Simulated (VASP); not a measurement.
# WSe2 (P6_3/mmc) in VASP: a series of runs

Runs on WSe2. Level: LDA. Tasks: relaxation of cell and atoms, relaxation of shape and atoms at fixed volume.

All numbers are computed with VASP 6.6.1; they aren't measurements. Logs are shortened: lines on timing, memory, paths and dates and some standing lists are left out, and cuts for length are marked.

## (1) The structure

The structure is hexagonal, space group P6_3/mmc (No. 194). The conventional cell has a = 3.290 Å, b = 3.290 Å, c = 12.970 Å, α = 90.00°, β = 90.00°, γ = 120.00°. W (site symmetry -6m2) has 6 Se at 2.53 Å as nearest neighbours. Around Se (site symmetry 3m) lie 3 W at 2.53 Å.

## (2) Relaxation of cell and atoms, LDA

The input, INCAR:

```
SYSTEM = WSe2
PREC     = Accurate       ! precision mode
ENCUT    = 600            ! plane-wave cutoff, eV
EDIFF    = 1E-6           ! SCF threshold, eV
ISMEAR   = 0              ! smearing method
SIGMA    = 0.03           ! smearing width, eV
LREAL    = .False.        ! projectors in reciprocal space
LASPH    = .True.         ! aspherical terms in the spheres
NELM     = 80             ! most SCF steps
ALGO     = Normal         ! electronic algorithm
ISIF     = 3              ! what is computed and relaxed
LWAVE    = .False.        ! write WAVECAR
LCHARG   = .False.        ! write CHGCAR
IBRION   = 2              ! ionic algorithm
NSW      = 90             ! ionic steps
EDIFFG   = -0.01          ! ionic threshold
KPAR     = 2
```

The input, KPOINTS:

```
Automatic mesh
0
Gamma
  9 9 2
  0 0 0
```

The input, POSCAR:

```
WSe2
1.0
    3.2900000000      0.0000000000      0.0000000000
   -1.6450000000      2.8492235785      0.0000000000
    0.0000000000      0.0000000000     12.9700000000
W Se
2 4
Direct
    0.3333333333      0.6666666667      0.2500000000
    0.6666666667      0.3333333333      0.7500000000
    0.3333333333      0.6666666667      0.6210000000
    0.6666666667      0.3333333333      0.1210000000
    0.3333333333      0.6666666667      0.8790000000
    0.6666666667      0.3333333333      0.3790000000
```

Potentials or basis: VASP PAW LDA potentials, release 64 (W_sv, Se).

Command:

```console
$ cat potpaw_LDA.64/W_sv/POTCAR potpaw_LDA.64/Se/POTCAR > POTCAR
$ mpirun -np 2 vasp_std > vasp.out
```

OUTCAR:

```text
SYSTEM = WSe2
   PREC = Accurate
   ENCUT = 600
   EDIFF = 1E-6
   ISMEAR = 0
   LREAL = .False.
   LASPH = .True.
   NELM = 80
   ISIF = 3
   IBRION = 2
   NSW = 90
   EDIFFG = -0.01

 ion  position               nearest neighbor table
   1  0.333  0.667  0.250-   4 2.53   6 2.53   4 2.53   6 2.53   4 2.53   6 2.53
   2  0.667  0.333  0.750-   3 2.53   5 2.53   3 2.53   5 2.53   3 2.53   5 2.53
   3  0.333  0.667  0.621-   2 2.53   2 2.53   2 2.53
   4  0.667  0.333  0.121-   1 2.53   1 2.53   1 2.53
   5  0.333  0.667  0.879-   2 2.53   2 2.53   2 2.53
   6  0.667  0.333  0.379-   1 2.53   1 2.53   1 2.53

  LATTYP: Found a hexagonal cell.
 ALAT       =     3.2900000000
 C/A-ratio  =     3.9422492401

  Lattice vectors:

 A1 = (   3.2900000000,   0.0000000000,   0.0000000000)
 A2 = (  -1.6450000000,   2.8492235785,   0.0000000000)
 A3 = (   0.0000000000,   0.0000000000,  12.9700000000)

Analysis of symmetry for initial positions (statically):
=====================================================================
 Subroutine PRICEL returns:
 Original cell was already a primitive cell.

 Routine SETGRP: Setting up the symmetry group for a
 hexagonal supercell.

 Subroutine GETGRP returns: Found 24 space group operations
 (whereof 12 operations were pure point group operations)
 out of a pool of 24 trial point group operations.

The static configuration has the point symmetry D_3d.
 The point group associated with its full space group is D_6h.

Analysis of symmetry for dynamics (positions and initial velocities):
=====================================================================
 Subroutine PRICEL returns:
 Original cell was already a primitive cell.

 Routine SETGRP: Setting up the symmetry group for a
 hexagonal supercell.

 Subroutine GETGRP returns: Found 24 space group operations
 (whereof 12 operations were pure point group operations)
 out of a pool of 24 trial point group operations.

The dynamic configuration has the point symmetry D_3d.
 The point group associated with its full space group is D_6h.

 Subroutine INISYM returns: Found 24 space group operations
 (whereof 12 operations are pure point group operations),
 and found     1 'primitive' translations

----------------------------------------------------------------------------------------

                                     Primitive cell

  volume of cell :     121.5801

  direct lattice vectors                    reciprocal lattice vectors
     3.290000000  0.000000000  0.000000000     0.303951368  0.175486404  0.000000000
    -1.645000000  2.849223579  0.000000000     0.000000000  0.350972808  0.000000000
     0.000000000  0.000000000 12.970000000     0.000000000  0.000000000  0.077101002

  length of vectors
     3.290000000  3.290000000 12.970000000     0.350972808  0.350972808  0.077101002

  position of ions in fractional coordinates (direct lattice)
     0.333333333  0.666666667  0.250000000
     0.666666667  0.333333333  0.750000000
     0.333333333  0.666666667  0.621000000
     0.666666667  0.333333333  0.121000000
     0.333333333  0.666666667  0.879000000
     0.666666667  0.333333333  0.379000000

  ion indices of the primitive-cell ions
   primitive index   ion index
                 1           1
                 2           2
                 3           3
                 4           4
                 5           5
                 6           6

----------------------------------------------------------------------------------------

 KPOINTS: Automatic mesh

Automatic generation of k-mesh.
 Grid dimensions read from file:
 generate k-points for:    9    9    2

 Generating k-lattice:

  Cartesian coordinates                     Fractional coordinates (reciprocal lattice)
     0.033772374  0.019498489  0.000000000     0.111111111 -0.000000000  0.000000000
     0.000000000  0.038996979  0.000000000     0.000000000  0.111111111  0.000000000
     0.000000000  0.000000000  0.038550501     0.000000000  0.000000000  0.500000000

  Length of vectors
     0.038996979  0.038996979  0.038550501

  Shift w.r.t. Gamma in fractional coordinates (k-lattice)
     0.000000000  0.000000000  0.000000000

 Subroutine IBZKPT returns following result:
 ===========================================

 Found     24 irreducible k-points:

 Following reciprocal coordinates:
            Coordinates               Weight
  0.000000  0.000000  0.000000      1.000000
  0.111111  0.000000  0.000000      6.000000
  0.222222 -0.000000  0.000000      6.000000
  0.333333  0.000000  0.000000      6.000000
  0.444444 -0.000000  0.000000      6.000000
  0.111111  0.111111  0.000000      6.000000
[... 16 lines left out ...]
  0.333333  0.222222  0.500000     12.000000
  0.333333  0.333333  0.500000      2.000000
   k-points           NKPTS =     24   k-points in BZ     NKDIM =     24   number of bands    NBANDS=     31
   number of dos      NEDOS =    301   number of ions     NIONS =      6
   total plane-waves  NPLWV =  84672
   dimension x,y,z NGX =    28 NGY =   28 NGZ =  108
   dimension x,y,z NGXF=    56 NGYF=   56 NGZF=  216
   ions per type =               2   4
   NGX,Y,Z   is equivalent  to a cutoff of  14.15, 14.15, 13.84 a.u.
   NGXF,Y,Z  is equivalent  to a cutoff of  28.30, 28.30, 27.69 a.u.
 SYSTEM =  WSe2
   PREC   = accura    normal or accurate (medium, high low for compatibility)
   ISTART =      0    job   : 0-new  1-cont  2-samecut
   ICHARG =      2    charge: 1-file 2-atom 10-const
   ISPIN  =      1    spin polarized calculation?
   LNONCOLLINEAR =      F non collinear calculations
   LSORBIT =      F    spin-orbit coupling
   LASPH  =      T    aspherical Exc in radial PAW
   ENCUT  =  600.0 eV  44.10 Ry    6.64 a.u.   6.57  6.57 25.90*2*pi/ulx,y,z
   NELM   =     80;   NELMIN=  2; NELMDL= -5     # of ELM steps
   EDIFF  = 0.1E-05   stopping-criterion for ELM
   LREAL  =      F    real-space projection
   EDIFFG = -.1E-01   stopping-criterion for IOM
   NSW    =     90    number of steps for IOM
   IBRION =      2    ionic relax: 0-MD 1-quasi-New 2-CG
   NFREE  =      1    steps in history (QN), initial steepest desc. (CG)
   ISIF   =      3    stress and relaxation
   ISYM   =      2    0-nonsym 1-usesym 2-fastsym
   POTIM  = 0.5000    time-step for ionic-motion
   TEBEG  =    0.0;   TEEND  =   0.0 temperature during run
   PSTRESS=    0.0 pullay stress
   NELECT =      52.0000    total number of electrons
   NUPDOWN=      -1.0000    fix difference up-down
   EMIN   =  10.00;   EMAX   =-10.00  energy-range for DOS
   EFERMI =   0.00;   METHOD = LEGACY
   ISMEAR =     0;   SIGMA  =   0.03  broadening in eV -4-tet -1-fermi 0-gaus
   EFERMI_NEDOS =   21; number of points for ismear=-14 and -15
   IALGO  =     38    algorithm
   IMIX   =      4    mixing-type and parameters
     AMIX     =   0.40;   BMIX     =  1.00
     AMIX_MAG =   1.60;   BMIX_MAG =  1.00
  volume/ion in A,a.u.               =      20.26       136.74
  Fermi-wavevector in a.u.,A,eV,Ry     =   1.233451  2.330884 20.699914  1.521401
  Thomas-Fermi vector in A             =   2.368180
   LORBIT       =      0    0 simple, 1 ext, 2 COOP (PROOUT), +10 PAW based schemes
   GGA     = CA    functional components
   LHFCALC =     F    Hartree Fock is set to
   AEXX    =    0.0000 exact exchange contribution
   IVDW    =     0    specifies the selected vdW correction
   LEPSILON=     F    determine dielectric tensor
   LRPA    =     F    only Hartree local field effects (RPA)
 conjugate gradient relaxation of ions
 non-spin polarized calculation
 Gauss-broadening in eV      SIGMA  =   0.03
  energy-cutoff  :      600.00
  volume of cell :      121.58
 maximum number of plane-waves:      4120
 NGX is ok and might be reduce to    28
   NGX = 13   NGY = 13   NGZ = 51

--------------------------------------- Ionic step        1  -------------------------------------------

 number of electron      51.9999997 magnetization

 Free energy of the ion-electron system (eV)
  ---------------------------------------------------
  ext. energy  EPLUGINS =         0.00000000
  ---------------------------------------------------
  free energy    TOTEN  =       -48.46098811 eV

  energy without entropy =      -48.46098811  energy(sigma->0) =      -48.46098811

------------------------ aborting loop because EDIFF is reached ----------------------------------------

  FORCE on cell =-STRESS in cart. coord.  units (eV):
  Direction    XX          YY          ZZ          XY          YZ          ZX
  --------------------------------------------------------------------------------------
  -------------------------------------------------------------------------------------
  Total       -2.6426412     -2.6426412     -2.1857201      0.0000000      0.0000000      0.0000000
  in kB      -34.8246201    -34.8246201    -28.8033321      0.0000000      0.0000000      0.0000000
  external PRESSURE =     -32.8175241 kB  Pullay stress =       0.0000000 kB
[... 101 lines left out ...]
  FREE ENERGIE OF THE ION-ELECTRON SYSTEM (eV)
  ---------------------------------------------------
  free  energy   TOTEN  =       -48.4883302225 eV

  energy  without entropy=      -48.4883302225  energy(sigma->0) =      -48.48833022

[... ionic steps 4 to 8 ...]

--------------------------------------- Ionic step        9  -------------------------------------------

 number of electron      52.0000000 magnetization

------------------------ aborting loop because EDIFF is reached ----------------------------------------

  FORCE on cell =-STRESS in cart. coord.  units (eV):
  Direction    XX          YY          ZZ          XY          YZ          ZX
  --------------------------------------------------------------------------------------
  -------------------------------------------------------------------------------------
  Total       -0.1930341     -0.1930341     -0.2668028      0.0000000     -0.0000000      0.0000000
  in kB       -2.6208785     -2.6208785     -3.6224561      0.0000000     -0.0000000      0.0000000
  external PRESSURE =      -2.9547377 kB  Pullay stress =       0.0000000 kB
[... 65 lines left out ...]
  energy  without entropy=      -48.4932810380  energy(sigma->0) =      -48.49328104

--------------------------------------- Ionic step       11  -------------------------------------------

 number of electron      52.0000000 magnetization

 Free energy of the ion-electron system (eV)
  ---------------------------------------------------
  ext. energy  EPLUGINS =         0.00000000
  ---------------------------------------------------
  free energy    TOTEN  =       -48.49339139 eV

  energy without entropy =      -48.49339139  energy(sigma->0) =      -48.49339139

 E-fermi :   6.8937     XC(G=0): -11.1808

 val. band max:        6.6253892484   @ k =   0.0000   0.0000   0.0000
 cond. band min:       7.6002042329   @ k =   0.2222   0.1111   0.0000
 fundamental gap:      0.9748149845
 Fermi energy:         6.8936659933

 k-point     1 :       0.0000    0.0000    0.0000
  band No.  band energies     occupation
      1     -67.2207      2.00000
      2     -67.2207      2.00000
      3     -31.7615      2.00000
      4     -31.7615      2.00000
      5     -31.5919      2.00000
      6     -31.5919      2.00000
[... 838 lines left out ...]
  FREE ENERGIE OF THE ION-ELECTRON SYSTEM (eV)
  ---------------------------------------------------
  free  energy   TOTEN  =       -48.4933913877 eV

  energy  without entropy=      -48.4933913877  energy(sigma->0) =      -48.49339139

 reached required accuracy - stopping structural energy minimisation
```

Wall time 3.9 min (2 MPI ranks of Intel Xeon Platinum 8488C (Sapphire Rapids), shared host); peak memory 0.28 GiB.

Results:

```
Free energy                            : -48.4934 eV
Relaxed volume                         : 19.62 Å³/atom
Relaxed cell                           : a = 3.256 Å, b = 3.256 Å, c = 12.823 Å, α = 90.00°, β = 90.00°, γ = 120.00°
Space group after relaxing (to 0.05 Å) : P6_3/mmc (No. 194)
Energy gained by relaxing              : 5.4 meV/atom
Ionic steps                            : 11
Pressure after relaxing                : 0.0 GPa
Largest force after relaxing           : 0.006 eV/Å
Band gap on the k mesh                 : 0.97 eV, indirect (least direct gap 1.61 eV)
```

Forces on the atoms (eV/Å):
```
W    0.000  0.000  0.000
W    0.000  0.000  0.000
Se   0.000  0.000  0.006
Se   0.000  0.000  0.006
Se   0.000  0.000 -0.006
Se   0.000  0.000 -0.006
```

Step by step:
```csv
step,energy change (eV),largest force (eV/Å),pressure (GPa),volume (Å³)
1,0.0000,0.2611,-3.28,121.58
2,0.0947,1.0276,7.47,114.42
3,-0.0273,0.1251,-0.14,119.22
4,-0.0273,0.1335,-0.08,119.17
5,-0.0312,0.0314,-0.03,118.66
6,-0.0311,0.0279,-0.03,118.64
7,-0.0314,0.0212,-0.04,118.58
8,-0.0319,0.0030,-0.13,118.39
9,-0.0322,0.0332,-0.30,118.00
10,-0.0323,0.0269,-0.24,117.93
11,-0.0324,0.0058,-0.05,117.69
```

Final structure:
```
W Se
1.0
     3.25554    0.00000    0.00000
    -1.62777    2.81938    0.00000
     0.00000    0.00000   12.82275
W Se
2 4
Cartesian
  0.0000 1.8796 3.2057
  1.6278 0.9398 9.6171
  0.0000 1.8796 7.9466
  1.6278 0.9398 1.5352
  0.0000 1.8796 11.2875
  1.6278 0.9398 4.8761
```

Levels at points of the mesh, in eV from the valence-band top:
| k point | band 24 | band 25 | band 26 | band 27 | band 28 | band 29 |
| --- | --- | --- | --- | --- | --- | --- |
| (0.00, 0.00, 0.00) | -1.27 | -1.00 | 0.00 | 2.70 | 2.70 | 2.76 |
| (0.00, 0.00, 0.50) | -1.52 | -0.22 | -0.22 | 2.71 | 2.71 | 2.71 |

Caveat: spin-orbit coupling is left out, which moves the levels of the heavy elements; an odd mesh through Γ misses points on the zone boundary, where band edges often lie. A hybrid or GW would open this gap; LDA tends to underestimate it.

## (3) Relaxation of cell and atoms, LDA

This run uses another cell than the first one, of 19.62 Å³/atom, 0.968 times its volume.

INCAR: that of step 2 with these lines changed.

```diff
@@ -3,3 +3,3 @@
 ENCUT    = 600            ! plane-wave cutoff, eV
-EDIFF    = 1E-6           ! SCF threshold, eV
+EDIFF    = 1E-7           ! SCF threshold, eV
 ISMEAR   = 0              ! smearing method
@@ -15,3 +15,3 @@
 NSW      = 90             ! ionic steps
-EDIFFG   = -0.01          ! ionic threshold
+EDIFFG   = -0.005         ! ionic threshold
 KPAR     = 2
```

KPOINTS is that of step 2.

The input, POSCAR:

```
WSe2                                    
1.0
    3.2555359563     -0.0000000000      0.0000000000
   -1.6277679781      2.8193768411     -0.0000000000
    0.0000000000     -0.0000000000     12.8227547567
  W               Se            
     2     4
Direct
     0.3333333332999970    0.6666666667000030    0.2500000000000000
     0.6666666667000030    0.3333333332999970    0.7500000000000000
     0.3333333332999970    0.6666666667000030    0.6197267811603459
     0.6666666667000030    0.3333333332999970    0.1197267811603458
     0.3333333332999970    0.6666666667000030    0.8802732188396541
     0.6666666667000030    0.3333333332999970    0.3802732188396543
```

Potentials or basis: VASP PAW LDA potentials, release 64 (W_sv, Se).

Command:

```console
$ cat potpaw_LDA.64/W_sv/POTCAR potpaw_LDA.64/Se/POTCAR > POTCAR
$ mpirun -np 2 vasp_std > vasp.out
```

Wall time 1.8 min (2 MPI ranks of Intel Xeon Platinum 8488C (Sapphire Rapids), shared host); peak memory 0.28 GiB.

The run converged. Its results:

```
Free energy                            : -48.4930 eV
Relaxed volume                         : 19.61 Å³/atom
Relaxed cell                           : a = 3.255 Å, b = 3.255 Å, c = 12.822 Å, α = 90.00°, β = 90.00°, γ = 120.00°
Space group after relaxing (to 0.05 Å) : P6_3/mmc (No. 194)
Energy gained by relaxing              : 0.0 meV/atom
Ionic steps                            : 4
Pressure after relaxing                : 0.0 GPa
Band gap on the k mesh                 : 0.97 eV, indirect (least direct gap 1.61 eV)
```

Final structure:
```
W Se
1.0
     3.25510    0.00000    0.00000
    -1.62755    2.81900    0.00000
     0.00000    0.00000   12.82231
W Se
2 4
Direct
  0.33333 0.66667 0.25000
  0.66667 0.33333 0.75000
  0.33333 0.66667 0.61973
  0.66667 0.33333 0.11973
  0.33333 0.66667 0.88027
  0.66667 0.33333 0.38027
```

Levels at points of the mesh, in eV from the valence-band top:
```tsv
k point	band 23	band 24	band 25	band 26	band 27	band 28	band 29	band 30
(0.00, 0.00, 0.00)	-1.49	-1.27	-1.00	0.00	2.71	2.71	2.76	2.76
(0.00, 0.00, 0.50)	-1.52	-1.52	-0.22	-0.22	2.71	2.71	2.71	2.71
```

Caveat: spin-orbit coupling is left out, which moves the levels of the heavy elements; an odd mesh through Γ misses points on the zone boundary, where band edges often lie.

(Part 1 of 2 ends here.)
